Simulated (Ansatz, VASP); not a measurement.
Two plane-wave programs on Sb

The input INCAR:

```
PREC = Accurate
ENCUT = 520
EDIFF = 1E-6
ISMEAR = 0
SIGMA = 0.027000000000000003
LREAL = F
LASPH = T
NELM = 80
ALGO = Normal
ISIF = 2
LWAVE = F
LCHARG = F
GGA = PE
NBANDS = 8
```

Contents of KPOINTS:

```
Automatic mesh
0
Gamma
  10 10 10
```

POSCAR

```
Sb
1.0
    0.0000000000      2.3712425216      2.3712425216
    2.3712425216      0.0000000000      2.3712425216
    2.3712425216      2.3712425216      0.0000000000
Sb
1
Direct
    0.0000000000      0.0000000000      0.0000000000
```

input.yaml

```yaml
crystal:
  lattice:
    - [0.0, 2.3712425216, 2.3712425216]
    - [2.3712425216, 0.0, 2.3712425216]
    - [2.3712425216, 2.3712425216, 0.0]
  atoms:
    - { symbol: Sb, position: [0.0, 0.0, 0.0] }
hamiltonian:
  xc: pbe
  pseudopotentials: { kind: paw }
kpoints:
  mp_grid: { grid: [10, 10, 10] }
scf:
  occupations: { method: gaussian, width: 0.027 }
output:
  forces: true
  stress: true
  eigenvalues: true
```

This isn't the form of Sb at room conditions, which is rhombohedral.

Alike in both runs: task single point; functional PBE; k mesh 10 × 10 × 10; occupations gaussian, width 0.027 eV; no spin polarisation.

|  | VASP | Ansatz |
| --- | --- | --- |
| version | VASP 6.6.1 | Ansatz 0.2.0 |
| potentials or method | VASP PAW PBE potentials, release 64 (Sb) | Ansatz PAW |
| plane-wave cutoff (eV) | 520 | 420 |
| valence electrons in the cell | 5 | 15 |

|  | VASP | Ansatz | Ansatz less VASP |
| --- | --- | --- | --- |
| gap on the k mesh at the Fermi level (eV) | none | none | - |
| pressure (GPa) | 1.8 | 2.0 | +0.16 |

A gap of «none» marks a metal or a gap that the smearing closes. The two sets of potentials don't hold the same shells in valence.

The runs have no spin-orbit coupling, so splittings on Sb are missing.
